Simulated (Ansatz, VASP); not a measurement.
## CoO: VASP beside Ansatz

INCAR

```
PREC     = Accurate       # precision mode
ENCUT    = 520            # plane-wave cutoff, eV
EDIFF    = 1E-6           # SCF threshold, eV
ISMEAR   = 0              # smearing method
SIGMA    = 0.05           # smearing width, eV
LREAL    = F              # projectors in reciprocal space
LASPH    = T              # aspherical terms in the spheres
NELM     = 150            # most SCF steps
ALGO     = Normal         # electronic algorithm
ISIF     = 2              # what is computed and relaxed
LWAVE    = F              # write WAVECAR
LCHARG   = T              # write CHGCAR
ISPIN    = 2              # spin polarisation
MAGMOM   = 2.78 0.35      # initial moments
LORBIT   = 11             # projections on sites
LMAXMIX  = 4              # l up to which the mixer works
LDAU     = T              # DFT+U
LDAUTYPE = 2            
LDAUL    = 2 -1           # shell
LDAUU    = 1 0            # U, eV
LDAUJ    = 0 0          
LDAUPRINT= 1            
GGA      = PS             # functional
LELF     = T              # ELF
LVHAR    = T            
NBANDS   = 18             # bands
```

File KPOINTS:

```
regular mesh
0
Gamma
  8 8 8
```

Contents of POSCAR:

```
CoO
1.0
    0.0000000000      2.1315016600      2.1315016600
    2.1315016600      0.0000000000      2.1315016600
    2.1315016600      2.1315016600      0.0000000000
Co O
1 1
Direct
    0.0000000000      0.0000000000      0.0000000000
    0.5000000000      0.5000000000      0.5000000000
```

Input for Ansatz:

```yaml
crystal:
  lattice:
    - [0.0, 2.13150166, 2.13150166]
    - [2.13150166, 0.0, 2.13150166]
    - [2.13150166, 2.13150166, 0.0]
  atoms:
    - { symbol: Co, position: [0.0, 0.0, 0.0], spin: 1.0 }
    - { symbol: O, position: [0.5, 0.5, 0.5] }
basis:
  ecutwfc: 420
  ecutrho_ratio: 4
kpoints:
  mp_grid: { grid: [8, 8, 8] }
hamiltonian:
  xc: pbesol
  hubbard:
    sites:
      - { site: 0, l: d, u_eff: 1.0, starting_ns: [{ spin: up, occupation_matrix: s0up }, { spin: down, occupation_matrix: s0down }] }
    occupation_matrices:
      s0up:
        matrix:
          - [0.02, 0.0, 0.0, 0.0, 0.0]
          - [0.0, 0.97, 0.0, 0.0, 0.0]
          - [0.0, 0.0, 0.97, 0.0, 0.0]
          - [0.0, 0.0, 0.0, 0.97, 0.0]
          - [0.0, 0.0, 0.0, 0.0, 0.97]
      s0down:
        matrix:
          - [0.97, 0.0, 0.0, 0.0, 0.0]
          - [0.0, 0.02, 0.0, 0.0, 0.0]
          - [0.0, 0.0, 0.97, 0.0, 0.0]
          - [0.0, 0.0, 0.0, 0.97, 0.0]
          - [0.0, 0.0, 0.0, 0.0, 0.02]
    ns_hold: { iters: 5 }
scf:
  occupations: { method: gaussian, width: 0.05 }
  lower_state_search: "off"
  max_iter: 150
output:
  forces: true
  stress: true
  eigenvalues: true
  populations: true
  hubbard: { sites: [{ site: 0, l: d }] }
magnetization:
  spin_polarized: true
```

Alike in both runs: task single point; functional PBEsol; k mesh 8 × 8 × 8; occupations gaussian, width 0.05 eV; collinear spin; Hubbard terms Co d U = 1.0 eV.

```csv
,VASP,Ansatz
version,VASP 6.6.1,Ansatz 0.2.0
potentials or method,"VASP PAW PBE potentials, release 64 (Co, O)","scalar-relativistic, plane waves, PAW"
plane-wave cutoff (eV),520,420
valence electrons in the cell,15,23
```

VASP gave:

- gap on the k mesh at the Fermi level (eV): none
- pressure (GPa): -11.3
- largest component of the traceless stress (GPa): 0.00
- net moment per atom (μB): 1.50
- size of the moment on the site where the two differ most (μB): 2.65

Problem. Estimate Ansatz's values.

Solution. gap on the k mesh at the Fermi level (eV): none; pressure (GPa): -9.3; largest component of the traceless stress (GPa): 4.94; net moment per atom (μB): 1.48; size of the moment on the site where the two differ most (μB): 2.52.

Site moments also hang on the region over which each program counts them. The programs project onto different local orbitals, so the same U acts differently. A gap of «none» marks a metal or a gap that the smearing closes. The two sets of potentials don't hold the same shells in valence. Ansatz warned: «filled_band_counts_differ_across_k_points».

Caveats: the PAW data sets were made with another functional, which shifts forces and pressure a little (VASP); a cell with one magnetic atom can't hold antiferromagnetic order, which such compounds often take. The state reached can hang on the start; a lower one may exist.
